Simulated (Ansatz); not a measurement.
A crystal relaxed with r2SCAN in Ansatz 0.2.0 has space group P2_13 (No. 198) and a = 4.705 Å.

```
atom  site       x       y       z
  Xx    4a  0.1624  0.3376  0.6624
  Ru    4a  0.8706  0.6294  0.3706
```

r2SCAN gives an indirect gap of 0.29 eV, from Γ–X (0.44 of the way from Γ) to k = (0, 0.232, 0.297); the least direct gap is 0.41 eV at k = (0, 1/6, 1/3). With HSE06 the valence top lies at Γ–X (0.50 of the way from Γ) and the conduction bottom at k = (0, 1/6, 1/3), 0.75 eV higher; the smallest vertical gap, at k = (0, 1/6, 1/3), is 0.95 eV. Meshes: r2SCAN 6×6×6, HSE06 4×4×4. r2SCAN's ε∞ is 34.6 in all directions.

**Question.** Which element is Xx?
A. C
B. Si
C. Ge
D. Pb

**Answer.** B. Xx is Si: RuSi (P2_13) from a database of computed structures. Around Si lie 7 Ru at 2.38–2.70 Å; around Ru lie 7 Si at 2.38–2.70 Å.

The values are computed, spin-unpolarised, and not measurements.

The runs are scalar-relativistic, without spin-orbit coupling.

Where an edge lies off the special points, it is a point of the mesh or the k point where a search put PBE's edge or least direct gap, reused for the other functionals, whose own edges may lie a little apart.

Coordinates of k points refer to the reciprocal vectors of the primitive cell of the runs.

The meshes of the hybrids are coarse, so their gaps aren't converged to the digits shown.
